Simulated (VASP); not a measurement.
# BAs (F-43m) in VASP: a series of runs

One crystal, BAs, is run at these levels: PBE; tasks: dielectric tensor.

Everything below comes from runs of VASP 6.6.1. Logs are shortened: lines on timing, memory, paths and dates and some standing lists are left out, and cuts for length are marked.

### Step 1. Starting point

Symmetry: F-43m, No. 216, cubic system. Conventional cell: a = 4.777 Å, b = 4.777 Å, c = 4.777 Å, α = 90.00°, β = 90.00°, γ = 90.00°. As (site symmetry -43m) is surrounded by 4 B at 2.07 Å. Around B (site symmetry -43m) lie 4 As at 2.07 Å.

### Step 2. Dielectric tensor, PBE

The input, INCAR:

```
SYSTEM = BAs
ALGO = Normal
EDIFF = 1E-5
ENCUT = 400
GGA = PE
ISIF = 2
ISMEAR = 0
LASPH = .True.
LCHARG = .False.
LEPSILON = .True.
LREAL = .False.
LWAVE = .False.
NELM = 100
PREC = Accurate
SIGMA = 0.01
```

The input, KPOINTS:

```
k-points
0
Gamma
  9 9 9
  0 0 0
```

The input, POSCAR:

```
BAs
1.0
    0.0000000000      2.3885000000      2.3885000000
    2.3885000000      0.0000000000      2.3885000000
    2.3885000000      2.3885000000      0.0000000000
As B
1 1
Direct
    0.7500000000      0.7500000000      0.7500000000
    0.0000000000      0.0000000000      0.0000000000
```

Potentials or basis: VASP PAW PBE potentials, release 64 (As, B).

The run is started by

```sh
cat potpaw_PBE.64/As/POTCAR potpaw_PBE.64/B/POTCAR > POTCAR
mpirun -np 1 vasp_std > vasp.out
```

OUTCAR:

```text
SYSTEM = BAs
   EDIFF = 1E-5
   ENCUT = 400
   GGA = PE
   ISIF = 2
   ISMEAR = 0
   LASPH = .True.
   LEPSILON = .True.
   LREAL = .False.
   NELM = 100
   PREC = Accurate

 Found     35 irreducible k-points:

 Following reciprocal coordinates:
            Coordinates               Weight
  0.000000  0.000000  0.000000      1.000000
  0.111111  0.000000  0.000000      8.000000
  0.222222  0.000000  0.000000      8.000000
  0.333333  0.000000  0.000000      8.000000
  0.444444  0.000000  0.000000      8.000000
  0.111111  0.111111  0.000000      6.000000
   k-points           NKPTS =     35   k-points in BZ     NKDIM =     35   number of bands    NBANDS=      8
   number of dos      NEDOS =    301   number of ions     NIONS =      2
   total plane-waves  NPLWV =  13824
   dimension x,y,z NGX =    24 NGY =   24 NGZ =   24
   dimension x,y,z NGXF=    48 NGYF=   48 NGZF=   48
   ions per type =               1   1
   NGX,Y,Z   is equivalent  to a cutoff of  11.81, 11.81, 11.81 a.u.
   NGXF,Y,Z  is equivalent  to a cutoff of  23.62, 23.62, 23.62 a.u.
 SYSTEM =  BAs
   PREC   = accura    normal or accurate (medium, high low for compatibility)
   ISTART =      0    job   : 0-new  1-cont  2-samecut
   ICHARG =      2    charge: 1-file 2-atom 10-const
   ISPIN  =      1    spin polarized calculation?
   LNONCOLLINEAR =      F non collinear calculations
   LSORBIT =      F    spin-orbit coupling
   LASPH  =      T    aspherical Exc in radial PAW
   ENCUT  =  400.0 eV  29.40 Ry    5.42 a.u.   5.51  5.51  5.51*2*pi/ulx,y,z
   NELM   =    100;   NELMIN=  2; NELMDL= -5     # of ELM steps
   EDIFF  = 0.1E-04   stopping-criterion for ELM
   LREAL  =      F    real-space projection
   EDIFFG = 0.1E-03   stopping-criterion for IOM
   NSW    =      0    number of steps for IOM
   IBRION =     -1    ionic relax: 0-MD 1-quasi-New 2-CG
   NFREE  =      0    steps in history (QN), initial steepest desc. (CG)
   ISIF   =      2    stress and relaxation
   ISYM   =      2    0-nonsym 1-usesym 2-fastsym
   POTIM  = 0.5000    time-step for ionic-motion
   TEBEG  =    0.0;   TEEND  =   0.0 temperature during run
   PSTRESS=    0.0 pullay stress
   NELECT =       8.0000    total number of electrons
   NUPDOWN=      -1.0000    fix difference up-down
   EMIN   =  10.00;   EMAX   =-10.00  energy-range for DOS
   EFERMI =   0.00;   METHOD = LEGACY
   ISMEAR =     0;   SIGMA  =   0.01  broadening in eV -4-tet -1-fermi 0-gaus
   EFERMI_NEDOS =   21; number of points for ismear=-14 and -15
   IALGO  =     38    algorithm
   IMIX   =      4    mixing-type and parameters
     AMIX     =   0.40;   BMIX     =  1.00
     AMIX_MAG =   1.60;   BMIX_MAG =  1.00
  volume/ion in A,a.u.               =      13.63        91.95
  Fermi-wavevector in a.u.,A,eV,Ry     =   1.088018  2.056057 16.106360  1.183784
  Thomas-Fermi vector in A             =   2.224191
   LORBIT       =      0    0 simple, 1 ext, 2 COOP (PROOUT), +10 PAW based schemes
   GGA     = PE    functional components
   LHFCALC =     F    Hartree Fock is set to
   AEXX    =    0.0000 exact exchange contribution
   IVDW    =     0    specifies the selected vdW correction
   LEPSILON=     T    determine dielectric tensor
   LRPA    =     F    only Hartree local field effects (RPA)
 non-spin polarized calculation
 Gauss-broadening in eV      SIGMA  =   0.01
  energy-cutoff  :      400.00
  volume of cell :       27.25
 maximum number of plane-waves:       531
 NGX is ok and might be reduce to    24
   NGX = 11   NGY = 11   NGZ = 11

--------------------------------------- Ionic step        1  -------------------------------------------

 number of electron       7.9999999 magnetization

 E-fermi :   6.1727     XC(G=0): -10.5845

 val. band max:        6.1263088166   @ k =   0.0000   0.0000   0.0000
 cond. band min:       7.3524134097   @ k =   0.4444   0.4444   0.0000
 fundamental gap:      1.2261045931
 Fermi energy:         6.1727279286

 k-point     1 :       0.0000    0.0000    0.0000
  band No.  band energies     occupation
      1      -9.2752      2.00000
      2       6.1263      2.00000
      3       6.1263      2.00000
      4       6.1263      2.00000
      5       9.4027      0.00000
      6       9.4027      0.00000
      7       9.4027      0.00000
      8      10.8132      0.00000

 k-point     2 :       0.1111    0.0000    0.0000
  band No.  band energies     occupation
      1      -9.0727      2.00000
      2       4.4818      2.00000
      3       5.7654      2.00000
      4       5.7654      2.00000
      5       9.5406      0.00000
      6       9.8782      0.00000
      7       9.8782      0.00000
      8      11.8602      0.00000

 k-point     3 :       0.2222    0.0000    0.0000
  band No.  band energies     occupation
      1      -8.4783      2.00000
      2       1.8361      2.00000
      3       5.1250      2.00000
      4       5.1250      2.00000
      5       9.2710      0.00000
      6      10.6472      0.00000
      7      10.6472      0.00000
      8      13.6424      0.00000

 k-point     4 :       0.3333    0.0000    0.0000
  band No.  band energies     occupation
      1      -7.5563      2.00000
      2      -0.6152      2.00000
      3       4.6104      2.00000
      4       4.6104      2.00000
      5       8.9898      0.00000
      6      10.9549      0.00000
      7      10.9549      0.00000
      8      14.8073      0.00000

 k-point     5 :       0.4444    0.0000    0.0000
  band No.  band energies     occupation
      1      -6.5944      2.00000
      2      -2.3714      2.00000
      3       4.3391      2.00000
      4       4.3391      2.00000
      5       8.8377      0.00000
      6      10.9213      0.00000
      7      10.9213      0.00000
      8      14.9967      0.00000

 k-point     6 :       0.1111    0.1111    0.0000
  band No.  band energies     occupation
      1      -9.0048      2.00000
      2       4.9355      2.00000
      3       5.1479      2.00000
      4       5.1479      2.00000
      5       8.8139      0.00000
      6      10.6731      0.00000
      7      10.6731      0.00000
      8      11.6666      0.00000

 [... further k-points ...]

  FORCE on cell =-STRESS in cart. coord.  units (eV):
  Direction    XX          YY          ZZ          XY          YZ          ZX
  --------------------------------------------------------------------------------------
  -------------------------------------------------------------------------------------
  Total        0.5873584      0.5873584      0.5873584     -0.0000000     -0.0000000      0.0000000
  in kB       34.5309123     34.5309123     34.5309123     -0.0000000     -0.0000000      0.0000000
  external PRESSURE =      34.5309123 kB  Pullay stress =       0.0000000 kB

 VOLUME and BASIS-vectors are now :
 -----------------------------------------------------------------------------
  energy-cutoff  :      400.00
  volume of cell :       27.25
      direct lattice vectors                 reciprocal lattice vectors
     0.000000000  2.388500000  2.388500000    -0.209336404  0.209336404  0.209336404
     2.388500000  0.000000000  2.388500000     0.209336404 -0.209336404  0.209336404
     2.388500000  2.388500000  0.000000000     0.209336404  0.209336404 -0.209336404

 POSITION                                       TOTAL-FORCE (eV/Angst)
 -----------------------------------------------------------------------------------
      3.58275      3.58275      3.58275         0.000000      0.000000      0.000000
      0.00000      0.00000      0.00000        -0.000000     -0.000000      0.000000
 -----------------------------------------------------------------------------------
    total drift:                               -0.000000     -0.000000     -0.000000

  FREE ENERGIE OF THE ION-ELECTRON SYSTEM (eV)
  ---------------------------------------------------
  free  energy   TOTEN  =       -11.4052506060 eV

  energy  without entropy=      -11.4052506060  energy(sigma->0) =      -11.40525061

 HEAD OF MICROSCOPIC STATIC DIELECTRIC TENSOR (INDEPENDENT PARTICLE, excluding Hartree and local field effects)
 ------------------------------------------------------
          10.275840    -0.000000     0.000000
          -0.000000    10.275840     0.000000
          -0.000000    -0.000000    10.275840
 ------------------------------------------------------

 Free energy of the ion-electron system (eV)
  ---------------------------------------------------
  ---------------------------------------------------
  free energy    TOTEN  =        -0.73058056 eV

  energy without entropy =       -0.73058056

------------------------ aborting loop because EDIFF is reached ----------------------------------------

--------------------------------------- Ionic step        2  -------------------------------------------

------------------------ aborting loop because EDIFF is reached ----------------------------------------

--------------------------------------- Ionic step        3  -------------------------------------------

 Free energy of the ion-electron system (eV)
  ---------------------------------------------------
  ---------------------------------------------------
  free energy    TOTEN  =        -0.73058077 eV

  energy without entropy =       -0.73058077

------------------------ aborting loop because EDIFF is reached ----------------------------------------

 PIEZOELECTRIC TENSOR FIELD DIRECTION 3  (e Angst)
 -----------------------------------------------------------------------------
    -0.00031 -0.15695  0.00000           (  0.00000 -0.10037  0.00000)
    -0.15695 -0.00031  0.00000           ( -0.10037  0.00000  0.00000)
     0.00000  0.00000 -0.00025           (  0.00000  0.00000 -0.00000)

 PIEZOELECTRIC TENSOR FIELD DIRECTION 3  (C/m^2)
 -----------------------------------------------------------------------------
    -0.00018 -0.09227  0.00000
    -0.09227 -0.00018  0.00000
     0.00000  0.00000 -0.00015

 MACROSCOPIC STATIC DIELECTRIC TENSOR (including local field effects in DFT)
 ------------------------------------------------------
           9.980299    -0.000000     0.000000
           0.000000     9.980299    -0.000000
           0.000000    -0.000000     9.980299
 ------------------------------------------------------

 PIEZOELECTRIC TENSOR (including local field effects)  for field in x, y, z        (e  Angst)
          XX          YY          ZZ          XY          YZ          ZX
  --------------------------------------------------------------------------------
  x     0.00000    -0.00000    -0.00000     0.00000    -0.14977     0.00000
  y     0.00000    -0.00000     0.00000     0.00000     0.00000    -0.14977
  z    -0.00000    -0.00000     0.00000    -0.14977     0.00000     0.00000

 PIEZOELECTRIC TENSOR (including local field effects)  for field in x, y, z        (C/m^2)
          XX          YY          ZZ          XY          YZ          ZX
  --------------------------------------------------------------------------------
  x     0.00000    -0.00000    -0.00000     0.00000    -0.08805     0.00000
  y     0.00000    -0.00000     0.00000     0.00000     0.00000    -0.08805
  z    -0.00000    -0.00000     0.00000    -0.08805     0.00000     0.00000

 BORN EFFECTIVE CHARGES (including local field effects) (in |e|, cummulative output)
 ---------------------------------------------------------------------------------
 ion    1
    1     0.52740     0.00000    -0.00000
    2     0.00000     0.52740     0.00000
    3    -0.00000     0.00000     0.52740
 ion    2
    1    -0.52740    -0.00000     0.00000
    2     0.00000    -0.52740    -0.00000
    3     0.00000     0.00000    -0.52740
```

Run time: 2.4 min. Hardware: 1 thread of AMD EPYC, shared host; peak memory 0.15 GiB.

The run converged, but some of its settings lie outside the range that counts as converged, so its numbers aren't taken as properties of the crystal.

What came out:

- Band gap on the k mesh: 1.23 eV, indirect (least direct gap 3.28 eV)
- Electronic dielectric tensor (diagonal): 9.98
- Born charges (mean of the diagonal): As +0.53; B -0.53 e

Caveat: an odd mesh through Γ misses points on the zone boundary, where band edges often lie.

### Step 3. Dielectric tensor, PBE

Changes to INCAR since step 2:

```diff
@@ -2,3 +2,3 @@
 ALGO = Normal
-EDIFF = 1E-5
+EDIFF = 1E-7
 ENCUT = 400
```

KPOINTS is that of step 2.

POSCAR is that of step 2.

Potentials or basis: VASP PAW PBE potentials, release 64 (As, B).

The run is started by

```sh
cat potpaw_PBE.64/As/POTCAR potpaw_PBE.64/B/POTCAR > POTCAR
mpirun -np 1 vasp_std > vasp.out
```

OUTCAR:

```text
SYSTEM = BAs
   EDIFF = 1E-7
   ENCUT = 400
   GGA = PE
   ISIF = 2
   ISMEAR = 0
   LASPH = .True.
   LEPSILON = .True.
   LREAL = .False.
   NELM = 100
   PREC = Accurate

 Found     35 irreducible k-points:

 Following reciprocal coordinates:
            Coordinates               Weight
  0.000000  0.000000  0.000000      1.000000
  0.111111  0.000000  0.000000      8.000000
  0.222222  0.000000  0.000000      8.000000
  0.333333  0.000000  0.000000      8.000000
  0.444444  0.000000  0.000000      8.000000
  0.111111  0.111111  0.000000      6.000000
   k-points           NKPTS =     35   k-points in BZ     NKDIM =     35   number of bands    NBANDS=      8
   number of dos      NEDOS =    301   number of ions     NIONS =      2
   total plane-waves  NPLWV =  13824
[... 204 lines left out ...]
    -0.00018 -0.09229  0.00000
    -0.09229 -0.00018  0.00000
     0.00000  0.00000 -0.00015

 MACROSCOPIC STATIC DIELECTRIC TENSOR (including local field effects in DFT)
 ------------------------------------------------------
           9.980202    -0.000000    -0.000000
          -0.000000     9.980202     0.000000
          -0.000000     0.000000     9.980202
 ------------------------------------------------------

 PIEZOELECTRIC TENSOR (including local field effects)  for field in x, y, z        (e  Angst)
          XX          YY          ZZ          XY          YZ          ZX
  --------------------------------------------------------------------------------
  x    -0.00000     0.00000    -0.00000     0.00000    -0.14981     0.00000
  y    -0.00000    -0.00000     0.00000     0.00000     0.00000    -0.14981
  z    -0.00000    -0.00000     0.00000    -0.14981     0.00000     0.00000

 PIEZOELECTRIC TENSOR (including local field effects)  for field in x, y, z        (C/m^2)
          XX          YY          ZZ          XY          YZ          ZX
  --------------------------------------------------------------------------------
  x    -0.00000     0.00000    -0.00000     0.00000    -0.08807     0.00000
  y    -0.00000    -0.00000     0.00000     0.00000     0.00000    -0.08807
  z    -0.00000    -0.00000     0.00000    -0.08807     0.00000     0.00000

 BORN EFFECTIVE CHARGES (including local field effects) (in |e|, cummulative output)
 ---------------------------------------------------------------------------------
 ion    1
    1     0.52739     0.00000     0.00000
    2     0.00000     0.52739     0.00000
    3    -0.00000    -0.00000     0.52739
 ion    2
    1    -0.52739     0.00000     0.00000
    2    -0.00000    -0.52739    -0.00000
    3     0.00000     0.00000    -0.52739
```

OSZICAR:

```text
N       E                     dE             d eps       ncg     rms          rms(c)
DAV:   1     0.778177234470E+01    0.77818E+01   -0.33932E+03   576   0.721E+02
DAV:   2    -0.118226283573E+02   -0.19604E+02   -0.19205E+02   888   0.942E+01
DAV:   3    -0.120442215871E+02   -0.22159E+00   -0.22159E+00   640   0.136E+01
[... 12 lines left out ...]
RMM:   5    -0.729988535070E+00   -0.56878E-02   -0.22798E-04  3247   0.119E-01    0.115E-02
RMM:   6    -0.730327941682E+00   -0.33941E-03   -0.43085E-06  3392   0.175E-02    0.569E-03
RMM:   7    -0.730558908939E+00   -0.23097E-03   -0.22324E-06  3270   0.133E-02    0.496E-04
RMM:   8    -0.730571994079E+00   -0.13085E-04   -0.53699E-08  3401   0.989E-04    0.210E-04
RMM:   9    -0.730568912536E+00    0.30815E-05   -0.86235E-09  2847   0.476E-04    0.356E-05
RMM:  10    -0.730568980366E+00   -0.67830E-07   -0.27211E-12  1687   0.133E-04    0.632E-06
```

stdout:

```text
POSCAR found type information on POSCAR AsB
 POSCAR found :  2 types and       2 ions
 scaLAPACK will be used
 LDA part: xc-table for (Slater+PW92), standard interpolation
 POSCAR, INCAR and KPOINTS ok, starting setup
 FFT: planning ... GRIDC
 FFT: planning ... GRID_SOFT
 FFT: planning ... GRID
 WAVECAR not read
 entering main loop
 Linear response reoptimize wavefunctions to high precision
 Linear response G [H, r] |phi>, progress :
  Direction:   1
 Linear response G [H, r] |phi>, progress :
  Direction:   2
 Linear response G [H, r] |phi>, progress :
  Direction:   3
 Linear response to external field (no local field effect), progress :
  Direction:   1
 dielectric tensor                  component  1 :    12.551     6.396     1.351
 Linear response to external field (no local field effect), progress :
  Direction:   2
 dielectric tensor                  component  2 :     6.397    12.690    -1.658
 Linear response to external field (no local field effect), progress :
  Direction:   3
 dielectric tensor                  component  3 :     1.349    -1.658     5.586
 Linear response to external field, progress :
  Direction:   1
 dielectric tensor                  component  1 :     9.980     2.690     1.541
 Linear response to external field, progress :
  Direction:   2
 dielectric tensor                  component  2 :     2.530     9.980     1.315
 Linear response to external field, progress :
  Direction:   3
 dielectric tensor                  component  3 :     1.961     2.271     9.980
 Born effective charges drift removed
```

Wall time 2.8 min (1 thread of AMD EPYC, shared host); peak memory 0.15 GiB.

The run converged, but some of its settings lie outside the range that counts as converged, so its numbers aren't taken as properties of the crystal.

What came out:

```
Band gap on the k mesh                  : 1.23 eV, indirect (least direct gap 3.28 eV)
Electronic dielectric tensor (diagonal) : 9.98
Born charges (mean of the diagonal)     : As +0.53; B -0.53 e
```

Caveat: an odd mesh through Γ misses points on the zone boundary, where band edges often lie.

[end of part 1 of 2]
